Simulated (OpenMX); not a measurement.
The system is Ag.

```
CELL_PARAMETERS angstrom
-1.66744 1.70967 1.67800
1.64484 -1.66248 1.60821
1.64974 1.64478 -1.63081
ATOMIC_POSITIONS crystal
Ag 0.00036 0.98336 0.99733
```

The cell isn't the ideal one: cell strained at random at fixed volume.

Base run:

| Quantity | Value |
| --- | --- |
| Program | OpenMX 3.8.5 |
| Functional | PBE |
| Potentials or basis | OpenMX 2013 PBE set, Ag7.0-s3p2d2, grid cutoff 500 Ry |
| k mesh | 11 × 11 × 11 |
| Occupations | fermi-dirac, width 0.05 eV |
| Spin | no spin polarisation |

Its results: band gap on the k mesh none (metal or under the smearing width); pressure 1.6 GPa.

**Question.** The run is repeated on the same cell with these changes: potentials or basis from OpenMX 2013 PBE set, Ag7.0-s3p2d2, grid cutoff 500 Ry to OpenMX 2013 PBE set, Ag7.0-s3p2d2f1, grid cutoff 400 Ry. What comes out?

**Answer.** Band gap on the k mesh none (metal or under the smearing width); pressure 0.5 GPa.

Caveats: the basis of atomic orbitals isn't converged, which shifts pressures, moduli and gaps.
